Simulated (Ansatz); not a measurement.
Relativistic treatment of CdSe

```
Cd Se
1.0
     0.00000    3.07027    3.07027
     3.07027    0.00000    3.07027
     3.07027    3.07027    0.00000
Cd Se
1 1
Cartesian
  0.0000 0.0000 0.0000
  1.5351 1.5351 1.5351
```

Atom numbers follow the list: Cd1, Se2.

The cell is the one relaxed in the Materials Project (mp-2691), not relaxed further here; entries there can be hypothetical.

One fixed cell is solved with PBE by full-potential LAPW in Ansatz 0.2.0 under different relativistic treatments. Pressure is positive in compression.

Numerical set-up: a Γ-centred 8×8×8 k mesh, Fermi–Dirac smearing of 0.03 eV, basis error target 1 meV/atom, no spin polarisation.

| setting | P (GPa) | gap over the k mesh and a high-symmetry path (eV) | lowest level at Γ above −25 eV, from the valence-band top or, without a gap, the Fermi level (eV) |
| --- | --- | --- | --- |
| scalar-relativistic | 1.30 | 0.55 | -12.44 |
| non-relativistic | 3.01 | 1.27 | -11.82 |
| with spin–orbit coupling | 1.27 | ? | ? |

(1) What belongs in the row "with spin–orbit coupling", column "lowest level at Γ above −25 eV, from the valence-band top or, without a gap, the Fermi level (eV)"?

(2) What belongs in the row "with spin–orbit coupling", column "gap over the k mesh and a high-symmetry path (eV)"?

Results:

(1) -12.55.

(2) 0.43.
